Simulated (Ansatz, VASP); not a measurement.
**Two plane-wave programs on TaN**

```
Ta N
1.0
     2.89829    0.00000    0.00000
    -1.44915    2.50999    0.00000
     0.00000    0.00000    2.84404
Ta N
1 1
Direct
  0.00000 0.00000 0.50000
  0.66667 0.33333 0.00000
```

Alike in both runs: task single point; functional LDA; k mesh 10 × 10 × 9; occupations fermi-dirac, width 0.05 eV; no spin polarisation.

|  | VASP | Ansatz |
| --- | --- | --- |
| version | VASP 6.6.1 | Ansatz 0.2.0 |
| potentials or method | VASP PAW LDA potentials, release 64 (Ta_pv, N) | Ansatz PAW |
| plane-wave cutoff (eV) | 520 | 420 |
| valence electrons in the cell | 16 | 18 |

Ansatz gave:

| Item | Value |
| --- | --- |
| gap on the k mesh at the Fermi level (eV) | none |
| pressure (GPa) | 3.3 |
| largest component of the traceless stress (GPa) | 0.11 |

**Question.** Estimate VASP's values.

**Answer.** gap on the k mesh at the Fermi level (eV): none; pressure (GPa): 5.3; largest component of the traceless stress (GPa): 0.26.

A gap of «none» marks a metal or a gap that the smearing closes. The two sets of potentials don't hold the same shells in valence.

Caveats: the pressure holds a Pulay correction of +0.6 GPa for the finite cutoff (Ansatz); the PAW data sets come from PBE, with cores solved anew for the run's functional, which leaves a small shift of forces and pressure (Ansatz). The runs have no spin-orbit coupling, so splittings on Ta are missing.
